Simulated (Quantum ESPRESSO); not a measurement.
# Hf (P6_3/mmc) in Quantum ESPRESSO: convergence with smearing width

Aim: find how far smearing width must go before the results for Hf settle, at PBE. This setting moves, with any that are tied to it; all else stays.

All numbers are computed with Quantum ESPRESSO 7.5; they aren't measurements. Logs are shortened: lines on timing, memory, paths and dates and some standing lists are left out, and cuts for length are marked.

## 1. The crystal as given

Symmetry: P6_3/mmc, No. 194, hexagonal system. The conventional cell has a = 3.197 Å, b = 3.197 Å, c = 5.058 Å, α = 90.00°, β = 90.00°, γ = 120.00°. Hf (site symmetry -6m2) is surrounded by 12 Hf at 3.13 to 3.20 Å.

## 2. With smearing width 0.5 eV

Contents of pw.in:

```
&CONTROL
  calculation = 'scf'
  prefix = 'pwscf'
  outdir = './tmp'
  pseudo_dir = './pseudo'
  tprnfor = .true.
  tstress = .true.
  disk_io = 'nowf'
/
&SYSTEM
  ibrav = 0
  nat = 2
  ntyp = 1
  ecutwfc = 60
  nbnd = 19
  occupations = 'smearing'
  smearing = 'fd'
  degauss = 0.03674932
/
&ELECTRONS
  conv_thr = 4d-10
  electron_maxstep = 120
  mixing_beta = 0.5
/
ATOMIC_SPECIES
Hf   178.4900 Hf-sp.oncvpsp.upf
CELL_PARAMETERS angstrom
   3.1967000000    0.0000000000    0.0000000000
  -1.5983500000    2.7684234083    0.0000000000
   0.0000000000    0.0000000000    5.0578000000
ATOMIC_POSITIONS crystal
Hf     0.6666666667    0.3333333333    0.7500000000
Hf     0.3333333333    0.6666666667    0.2500000000
K_POINTS automatic
10 10 5 0 0 0
```

Potentials or basis: SSSP 1.3 efficiency PBE.

Launch:

```bash
> OMP_NUM_THREADS=1 pw.x -in pw.in > pw.out
```

pw.out:

```text
This program is part of the open-source Quantum ESPRESSO suite
     for quantum simulation of materials; please cite
         "P. Giannozzi et al., J. Phys.:Condens. Matter 21 395502 (2009);
         "P. Giannozzi et al., J. Phys.:Condens. Matter 29 465901 (2017);
         "P. Giannozzi et al., J. Chem. Phys. 152 154105 (2020);
     in publications or presentations arising from this work. More details at

     Message from routine setup:
     using ibrav=0 with symmetry is DISCOURAGED, use correct ibrav instead

     G-vector sticks info
     --------------------
     sticks:   dense  smooth     PW     G-vecs:    dense   smooth      PW
     Sum         595     595    187                18917    18917    3067

     Using Slab Decomposition

     bravais-lattice index     =            0
     lattice parameter (alat)  =       6.0409  a.u.
     unit-cell volume          =     302.0596 (a.u.)^3
     number of atoms/cell      =            2
     number of atomic types    =            1
     number of electrons       =        24.00
     number of Kohn-Sham states=           19
     kinetic-energy cutoff     =      60.0000  Ry
     charge density cutoff     =     240.0000  Ry
     scf convergence threshold =      4.0E-10
     mixing beta               =       0.5000
     number of iterations used =            8  plain     mixing
     Exchange-correlation= PBE
                           (   1   4   3   4   0   0   0)

     celldm(1)=   6.040888  celldm(2)=   0.000000  celldm(3)=   0.000000
     celldm(4)=   0.000000  celldm(5)=   0.000000  celldm(6)=   0.000000

     crystal axes: (cart. coord. in units of alat)
               a(1) = (   1.000000   0.000000   0.000000 )
               a(2) = (  -0.500000   0.866025   0.000000 )
               a(3) = (   0.000000   0.000000   1.582194 )

     reciprocal axes: (cart. coord. in units 2 pi/alat)
               b(1) = (  1.000000  0.577350 -0.000000 )
               b(2) = (  0.000000  1.154701  0.000000 )
               b(3) = (  0.000000 -0.000000  0.632034 )

     PseudoPot. # 1 for Hf read from file:
     Hf-sp.oncvpsp.upf
     Pseudo is Norm-conserving + core correction, Zval = 12.0
     Generated using ONCVPSP code by D. R. Hamann
     Using radial grid of 1656 points,  8 beta functions with:
                l(1) =   0
                l(2) =   0
                l(3) =   1
                l(4) =   1
                l(5) =   2
                l(6) =   2
                l(7) =   3
                l(8) =   3

     atomic species   valence    mass     pseudopotential
     Hf               12.00   178.49000     Hf( 1.00)

     24 Sym. Ops., with inversion, found (12 have fractional translation)

   Cartesian axes

     site n.     atom                  positions (alat units)
         1        Hf     tau(   1) = (   0.5000000   0.2886751   1.1866456  )
         2        Hf     tau(   2) = (  -0.0000000   0.5773503   0.3955485  )

     number of k points=    42  Fermi-Dirac smearing, width (Ry)=  0.0367
                       cart. coord. in units 2pi/alat
        k(    1) = (   0.0000000   0.0000000   0.0000000), wk =   0.0040000
        k(    2) = (   0.0000000   0.0000000   0.1264067), wk =   0.0080000
        k(    3) = (   0.0000000   0.0000000   0.2528135), wk =   0.0080000
        k(    4) = (   0.0000000   0.1154701   0.0000000), wk =   0.0240000
        k(    5) = (   0.0000000   0.1154701   0.1264067), wk =   0.0480000
        k(    6) = (   0.0000000   0.1154701   0.2528135), wk =   0.0480000
[... 34 lines left out ...]
        k(   41) = (   0.3000000   0.5196152   0.1264067), wk =   0.0480000
        k(   42) = (   0.3000000   0.5196152   0.2528135), wk =   0.0480000

     Dense  grid:    18917 G-vectors     FFT dimensions: (  30,  30,  48)

     Initial potential from superposition of free atoms

     starting charge      23.9963, renormalised to      24.0000
     Starting wfcs are   20 randomized atomic wfcs

     Self-consistent Calculation

     iteration #  1     ecut=    60.00 Ry     beta= 0.50
     Davidson diagonalization with overlap
     ethr =  1.00E-02,  avg # of iterations =  2.5

     Threshold (ethr) on eigenvalues was too large:
     Diagonalizing with lowered threshold

     Davidson diagonalization with overlap
     ethr =  9.80E-05,  avg # of iterations =  5.1

     total energy              =    -225.72557223 Ry
     estimated scf accuracy    <       0.03173968 Ry

     iteration #  2     ecut=    60.00 Ry     beta= 0.50
     Davidson diagonalization with overlap
     ethr =  1.32E-04,  avg # of iterations =  2.1
[... 29 lines left out ...]
     total energy              =    -225.72741363 Ry
     estimated scf accuracy    <       0.00000003 Ry

     iteration #  7     ecut=    60.00 Ry     beta= 0.50
     Davidson diagonalization with overlap
     ethr =  1.36E-10,  avg # of iterations =  2.0

     End of self-consistent calculation

          k = 0.0000 0.0000 0.0000 (  2333 PWs)   bands (ev):

   -47.2285 -47.1572 -16.3321 -15.6268 -15.6268 -15.4984 -15.4984 -15.4583
     7.2345  10.9003  15.2644  15.8149  15.8149  16.1224  16.6369  16.6369
    17.3086  17.3086  20.0220

          k = 0.0000 0.0000 0.1264 (  2381 PWs)   bands (ev):

   -47.2218 -47.1641 -16.2537 -15.6146 -15.6146 -15.5473 -15.5108 -15.5108
     7.5974  10.6830  14.8480  15.6588  15.6588  15.8082  16.3615  16.3615
    17.8557  17.8557  20.1289
[... 73 lines left out ...]
          k = 0.0000 0.4619 0.2528 (  2372 PWs)   bands (ev):

   -47.1652 -47.1555 -16.2351 -16.1771 -15.7424 -15.7162 -15.6520 -15.6431
    10.9293  11.4876  13.4044  13.8534  15.4239  15.6778  16.6949  17.9642
    19.8898  20.1715  20.5269

          k = 0.0000-0.5774 0.0000 (  2356 PWs)   bands (ev):

   -47.1686 -47.1452 -16.1999 -16.0528 -15.9628 -15.8028 -15.6801 -15.5883
    11.2607  11.8772  12.4216  13.8150  15.4521  15.5137  16.3233  20.5478
    21.0591  21.1574  21.5815

          k = 0.0000-0.5774 0.1264 (  2360 PWs)   bands (ev):

   -47.1664 -47.1474 -16.2496 -16.1181 -15.8698 -15.7827 -15.6533 -15.6092
    11.0383  11.8665  13.0391  13.4053  15.7609  15.9038  15.9894  19.8340
    20.6632  21.0182  21.2921

          k = 0.0000-0.5774 0.2528 (  2364 PWs)   bands (ev):

   -47.1605 -47.1533 -16.2772 -16.2243 -15.7308 -15.7298 -15.6636 -15.6507
    11.0475  11.4818  13.4286  13.7218  15.6269  16.0100  16.6630  18.0827
    20.7657  20.8474  20.8581

          k = 0.1000 0.1732 0.0000 (  2381 PWs)   bands (ev):

   -47.2144 -47.1521 -16.2568 -15.7672 -15.7139 -15.6253 -15.5298 -15.4944
     8.1064  11.7279  14.2988  14.5367  15.8491  16.3198  16.6969  16.8395
    16.9617  17.5399  20.4571
[... 133 lines left out ...]
          k = 0.3000 0.5196 0.2528 (  2345 PWs)   bands (ev):

   -47.1544 -47.1516 -16.1577 -16.1475 -15.9710 -15.8931 -15.6375 -15.6122
    12.5017  12.5753  13.3779  13.5590  14.3084  14.5678  16.7592  17.6411
    19.7726  20.1063  22.1896

     the Fermi energy is    14.5052 ev

!    total energy              =    -225.72741364 Ry
     estimated scf accuracy    <          1.1E-10 Ry
     smearing contrib. (-TS)   =      -0.14189821 Ry
     internal energy E=F+TS    =    -225.58551543 Ry

     The total energy is F=E-TS. E is the sum of the following terms:
     one-electron contribution =     -40.81065897 Ry
     hartree contribution      =      28.42400632 Ry
     xc contribution           =     -57.02949633 Ry
     ewald contribution        =    -156.16936645 Ry

     convergence has been achieved in   7 iterations

     Forces acting on atoms (cartesian axes, Ry/au):

     atom    1 type  1   force =     0.00000000   -0.00000000    0.00000000
     atom    2 type  1   force =    -0.00000000    0.00000000    0.00000000

     Total force =     0.000000     Total SCF correction =     0.000000

     Computing stress (Cartesian axis) and pressure

          total   stress  (Ry/bohr**3)                   (kbar)     P=       40.92
   0.00020219  -0.00000000   0.00000000           29.74       -0.00        0.00
   0.00000000   0.00020219   0.00000000            0.00       29.74        0.00
   0.00000000   0.00000000   0.00043006            0.00        0.00       63.26

=------------------------------------------------------------------------------=
   JOB DONE.
=------------------------------------------------------------------------------=
```

It took 21 s on 1 thread of Arm Neoverse V2, shared host; peak memory 0.08 GiB.

Results:

- Free energy: -3071.1779 eV
- Pressure: 4.1 GPa
- Band gap on the k mesh: none (metal or under the smearing width)

## 3. With smearing width 0.3 eV

Edit pw.in of step 2 so:

```diff
@@ -17,3 +17,3 @@
   smearing = 'fd'
-  degauss = 0.03674932
+  degauss = 0.02204959
 /
```

Potentials or basis: SSSP 1.3 efficiency PBE.

Launch:

```bash
> OMP_NUM_THREADS=1 pw.x -in pw.in > pw.out
```

It took 23 s on 1 thread of Arm Neoverse V2, shared host; peak memory 0.08 GiB.

What came out:

| Property | Result |
| --- | --- |
| Free energy | -3070.5648 eV |
| Pressure | 2.0 GPa |
| Band gap on the k mesh | none (metal or under the smearing width) |

## 4. With smearing width 0.2 eV

Edit pw.in of step 3 so:

```diff
@@ -17,3 +17,3 @@
   smearing = 'fd'
-  degauss = 0.02204959
+  degauss = 0.01469973
 /
```

Launch:

```bash
> OMP_NUM_THREADS=1 pw.x -in pw.in > pw.out
```

Wall time 22 s (1 thread of Arm Neoverse V2, shared host); peak memory 0.08 GiB.

What came out:

```yaml
Free_energy: -3070.3865 eV
Pressure: 1.3 GPa
Band_gap_on_the_k_mesh: none (metal or under the smearing width)
```

## 5. With smearing width 0.136 eV

Edit pw.in of step 4 so:

```diff
@@ -17,3 +17,3 @@
   smearing = 'fd'
-  degauss = 0.01469973
+  degauss = 0.00999582
 /
```

Launch:

```bash
> OMP_NUM_THREADS=1 pw.x -in pw.in > pw.out
```

It took 22 s on 1 thread of Arm Neoverse V2, shared host; peak memory 0.08 GiB.

Results:

```
Free energy            : -3070.3175 eV
Pressure               : 1.0 GPa
Band gap on the k mesh : none (metal or under the smearing width)
```

## 6. With smearing width 0.1 eV

Edit pw.in of step 5 so:

```diff
@@ -17,3 +17,3 @@
   smearing = 'fd'
-  degauss = 0.00999582
+  degauss = 0.00734986
 /
```

Potentials or basis: SSSP 1.3 efficiency PBE.

Launch:

```bash
> OMP_NUM_THREADS=1 pw.x -in pw.in > pw.out
```

It took 22 s on 1 thread of Arm Neoverse V2, shared host; peak memory 0.08 GiB.

The run converged. Its results:

```yaml
Free_energy: -3070.2929 eV
Pressure: 0.8 GPa
Band_gap_on_the_k_mesh: none (metal or under the smearing width)
```

## 7. With smearing width 0.05 eV

Edit pw.in of step 6 so:

```diff
@@ -17,3 +17,3 @@
   smearing = 'fd'
-  degauss = 0.00734986
+  degauss = 0.00367493
 /
```

Launch:

```bash
> OMP_NUM_THREADS=1 pw.x -in pw.in > pw.out
```

Run time: 22 s. Hardware: 1 thread of Arm Neoverse V2, shared host; peak memory 0.08 GiB.

Results (log left out):

```yaml
Free_energy: -3070.2738 eV
Pressure: 0.6 GPa
Band_gap_on_the_k_mesh: none (metal or under the smearing width)
```

## 8. With smearing width 0.025 eV

Edit pw.in of step 7 so:

```diff
@@ -17,3 +17,3 @@
   smearing = 'fd'
-  degauss = 0.00367493
+  degauss = 0.00183747
 /
```

Launch:

```bash
> OMP_NUM_THREADS=1 pw.x -in pw.in > pw.out
```

Run time: 23 s. Hardware: 1 thread of Arm Neoverse V2, shared host; peak memory 0.08 GiB.

It converged, with:

| Quantity | Value |
| --- | --- |
| Free energy | -3070.2698 eV |
| Pressure | 0.6 GPa |
| Band gap on the k mesh | none (metal or under the smearing width) |

## 9. With smearing width 0.01 eV

Edit pw.in of step 8 so:

```diff
@@ -17,3 +17,3 @@
   smearing = 'fd'
-  degauss = 0.00183747
+  degauss = 0.00073499
 /
```

Potentials or basis: SSSP 1.3 efficiency PBE.

Launch:

```bash
> OMP_NUM_THREADS=1 pw.x -in pw.in > pw.out
```

Run time: 20 s. Hardware: 1 thread of Arm Neoverse V2, shared host; peak memory 0.08 GiB.

The run converged. Its results:

- Free energy: -3070.2685 eV
- Pressure: 0.7 GPa
- Band gap on the k mesh: none (metal or under the smearing width)

## 10. Result

| smearing width | energy less the tightest run, at zero smearing (meV/atom) | pressure (GPa) | SCF cycles | CPU time (s) | peak memory (GiB) |
| --- | --- | --- | --- | --- | --- |
| 0.5 eV | 27.78 | 4.09 | 7 | 21 | 0.08 |
| 0.3 eV | 18.52 | 1.96 | 8 | 23 | 0.08 |
| 0.2 eV | 8.08 | 1.25 | 8 | 22 | 0.08 |
| 0.136 eV | 3.19 | 0.96 | 8 | 22 | 0.08 |
| 0.1 eV | 1.48 | 0.82 | 8 | 22 | 0.08 |
| 0.05 eV | -0.03 | 0.65 | 8 | 22 | 0.08 |
| 0.025 eV | -0.17 | 0.62 | 8 | 23 | 0.08 |
| 0.01 eV | 0.00 | 0.67 | 7 | 20 | 0.08 |

Against the tightest run, the energy stays within 1 meV/atom from 0.05 eV on; the pressure stays within 0.1 GPa from 0.05 eV on. Narrower smearing needs a denser k mesh, so at a fixed mesh the narrowest width isn't the most accurate. The tightest run that finished is the yardstick and may itself not be fully converged.
